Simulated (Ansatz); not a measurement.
# WSe2: the cost of one run

Computed with Ansatz 0.2.0 (DFT PBE, scalar-relativistic, plane waves, PAW, unless a step's input says otherwise).

22 further runs of the same task are left out: 22 set aside as unsound or not needed. Runs told in other sessions of the task aren't counted.

**1. The system as given**

Symmetry: P-6m2, No. 187, hexagonal system. Conventional cell: a = 3.318 Å, b = 3.318 Å, c = 16.658 Å, α = 90.00°, β = 90.00°, γ = 120.00°. Around W (site symmetry -6m2) lie 6 Se at 2.54 Å. Around Se (site symmetry 3m) lie 3 W at 2.54 Å.

As a file:

```
CELL_PARAMETERS angstrom
3.31794 0.00000 0.00000
-1.65897 2.87342 0.00000
0.00000 0.00000 16.65814
ATOMIC_POSITIONS crystal
W 0.00000 0.00000 0.00000
Se 0.33333 0.66667 0.09979
Se 0.33333 0.66667 0.90021
```

The structure comes from the Materials Project (structure only).

**5. Setting up the map**

Atoms count from 1 in the order of the input.

One atom moved over a plane, all else fixed.

- shift of W1 along [1 0 0]: 11 values from −0.840 to 0.840 Å
- shift of W1 along [1 2 0]: 11 values from −0.840 to 0.840 Å

Nothing else is relaxed (all other atoms fixed). Energies count from the relaxed crystal. Points are written as (first, second).

(The set-up runs are not shown.)

**6. Grid point (−0.840 Å, −0.840 Å)**

input.yaml reads:

```yaml
crystal:
  lattice:
    - [3.3200588118, 0.0, 0.0]
    - [-1.6600294059, 2.8752552731, 0.0]
    - [0.0, 0.0, 16.6541810407]
  atoms:
    - { symbol: W, position: [-0.3990815528, -0.292147973, 0.0] }
    - { symbol: Se, position: [0.3333333333, 0.6666666667, 0.1007736663] }
    - { symbol: Se, position: [0.3333333333, 0.6666666667, 0.8992263337] }
basis:
  ecutwfc: 420
kpoints:
  mp_grid: { grid: [9, 9, 2] }
hamiltonian:
  xc: pbe
  pseudopotentials: { kind: paw, azcp: { folder: soft_1 } }
scf:
  occupations: { method: gaussian, width: 0.05 }
output:
  forces: true
  stress: true
  eigenvalues: true
```

On the command line:

```sh
$ ansatz run input.yaml --threads 2 --pin off --max-ram 4096MiB --backend cpu --events-out ev --progress --plain --runs-dir out
```

**Question.** How long does this run take on 2 threads of Arm Neoverse V2, shared host, and how much memory does it need?

About 12 s, with a peak of 0.56 GiB.
